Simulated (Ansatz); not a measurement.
# NaBr, pressure series

Consider NaBr in the rock salt structure (space group Fm-3m, No. 225; a = 6.036 Å).

Cell and atoms are relaxed at each pressure.

All numbers come from PBE/PAW in Ansatz (a first-principles code), spin-orbit coupling left out.

| pressure (GPa) | volume per atom (Å³/atom) |
|---|---|
| -2 | 31.715 |
| -1 | 29.161 |
| 0 | 27.489 |
| 1.8 | 25.434 |
| 4.2 | 23.604 |
| 9 | 21.281 |
| 18 | ? |
| 45 | 15.248 |
| 60 | 14.167 |

Question: Fit the third-order Birch–Murnaghan form P(V) = (3B₀/2)[(V₀/V)^(7/3) − (V₀/V)^(5/3)]·[1 + (3/4)(B₀′ − 4)((V₀/V)^(2/3) − 1)] (squares taken in P) to the rows shown and predict the withheld row.

Answer: Least squares on the printed values gives V₀ = 27.490 Å³/atom, B₀ = 19.7 GPa, B₀′ = 4.5; this predicts 18.757 Å³/atom, and the run gives 18.766 Å³/atom, 0.009 higher.

Measured bulk modulus of NaBr: 22.6 GPa (0 K or low temperature; as listed in Klaus Doll, Hermann Stoll, Phys. Rev. B (1998)); the computed value is 13 % below it.

Load acts through the strain it causes; cell and atoms are relaxed under it. No phonon test of stability was made. Competing high-pressure phases were not computed.
